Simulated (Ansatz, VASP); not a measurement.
One calculation of Zn, two programs

File INCAR:

```
SYSTEM = Zn
  ALGO = Fast
  EDIFF = 1E-6
  ENCUT = 520
  ISIF = 2
  ISMEAR = 0
  LASPH = .TRUE.
  LCHARG = .TRUE.
  LELF = .TRUE.
  LREAL = .FALSE.
  LVHAR = .TRUE.
  LWAVE = .FALSE.
  NBANDS = 12
  NELM = 80
  PREC = Accurate
  SIGMA = 0.15
```

The input KPOINTS:

```
k-points
0
G
  20 20 20
  0 0 0
```

Contents of POSCAR:

```
Zn
1.0
   -1.4856136926      1.5056386871      1.4856136926
    1.4856136926     -1.5056386871      1.4856136926
    1.4856136926      1.5056386871     -1.4856136926
Zn
1
Direct
    0.0000000000      0.0000000000      0.0000000000
```

Input for Ansatz:

```yaml
crystal:
  lattice:
    - [-1.4856136926, 1.5056386871, 1.4856136926]
    - [1.4856136926, -1.5056386871, 1.4856136926]
    - [1.4856136926, 1.5056386871, -1.4856136926]
  atoms:
    - { symbol: Zn, position: [0.0, 0.0, 0.0] }
basis:
  ecutwfc: 520.0
kpoints:
  mp_grid: { grid: [20, 20, 20] }
hamiltonian:
  xc: lda
  pseudopotentials: { kind: paw }
scf:
  occupations: { method: gaussian, width: 0.15 }
output:
  forces: true
  stress: true
  eigenvalues: true
```

Change from the starting cell: normal strain along x -0.0133, normal strain along z -0.0133.

Alike in both runs: task single point; functional LDA; k mesh 20 × 20 × 20; occupations gaussian, width 0.15 eV; no spin polarisation.

|  | VASP | Ansatz |
| --- | --- | --- |
| version | VASP 6.6.1 | Ansatz 0.2.0 |
| potentials or method | VASP PAW LDA potentials, release 64 (Zn) | scalar-relativistic, plane waves, PAW |
| plane-wave cutoff (eV) | 520 | 520 |
| valence electrons in the cell | 12 | 12 |

|  | VASP | Ansatz | Ansatz less VASP |
| --- | --- | --- | --- |
| gap on the k mesh at the Fermi level (eV) | none | none | - |
| pressure (GPa) | 3.5 | 2.8 | -0.72 |
| largest component of the traceless stress (GPa) | 0.50 | 0.53 | +0.033 |

A gap of «none» marks a metal or a gap that the smearing closes.
